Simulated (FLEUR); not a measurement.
## Cr under changes of volume

One of the cells (14.066 Å³/atom); the others are scaled copies at fixed shape and fractional positions:

```
Cr
1.0
     2.71400    0.00000    0.00000
    -1.35700    2.35039    0.00000
     0.00000    0.00000    4.41000
Cr
2
Cartesian
  1.3570 0.7835 3.3075
  0.0000 1.5669 1.1025
```

This isn't the form of Cr at room conditions, which is bcc.

```yaml
Program: FLEUR MaX-R8.1 (later development tree)
Functional: r2SCAN
Potentials_or_basis: all-electron
Basis: FLAPW
Kmax: 4.26 1/bohr
k_mesh: 11 × 11 × 6
Occupations: fermi-dirac, width 0.05 eV
Spin: collinear spin, ferromagnetic start
Starting_moments: "[3.0, 3.0] μB"
```

```csv
volume (Å³/atom),energy over the lowest point (meV/atom),moment (μB per cell)
13.222,0.00,3.29
13.503,23.64,3.74
14.066,70.09,4.10
14.628,129.82,4.28
14.910,?,?
```

What does the run at 14.910 Å³/atom give?

Energy over the lowest point 163.31 meV/atom; moment 4.39 μB per cell.

Worked out: A Birch-Murnaghan fit of order 2 (a polynomial in V^(-2/3)) to the other rows has no minimum within the range. It gives 161.12 meV/atom at 14.910 Å³/atom, against the run's 163.31. A parabola through the other rows of the moment, of slope -0.37 μB per Å³/atom there, extrapolates to 4.21 μB, against the run's 4.39. The fit is too stiff a form for this range.

Energies are extrapolated to zero smearing.

Caveats: the meta-GGA is that of a development version, with a GGA for the radial functions and cores and without core tails.
